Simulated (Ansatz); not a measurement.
Crystal: Re.

```
Re
1.0
     2.76639    0.00000    0.00000
    -1.38319    2.39576    0.00000
     0.00000    0.00000    8.93885
Re
4
Cartesian
  1.3832 0.7986 6.7041
  0.0000 0.0000 4.4694
  0.0000 1.5972 2.2347
  0.0000 0.0000 0.0000
```

Base run:

- Program: Ansatz 0.2.0
- Functional: PBE
- Potentials or basis: Ansatz PAW
- Cutoff: 420 eV (not typed: the program's choice for these potentials)
- k mesh: 15 × 15 × 4
- Occupations: fermi-dirac, width 0.05 eV
- Spin: no spin polarisation

Its results: band gap on the k mesh none (metal or under the smearing width); pressure 3.4 GPa.

Problem. The run is repeated on the same cell with these changes: functional from PBE to LDA; k mesh from 15 × 15 × 4 to 11 × 11 × 3. What comes out?

Solution. Band gap on the k mesh none (metal or under the smearing width); pressure -12.5 GPa.

Several settings changed at once, so the effect can't be laid on one alone.

Caveats: spin-orbit coupling is left out, which moves the levels of the heavy elements (some runs); the PAW data sets come from PBE, with cores solved anew for the run's functional, which leaves a small shift of forces and pressure (some runs).
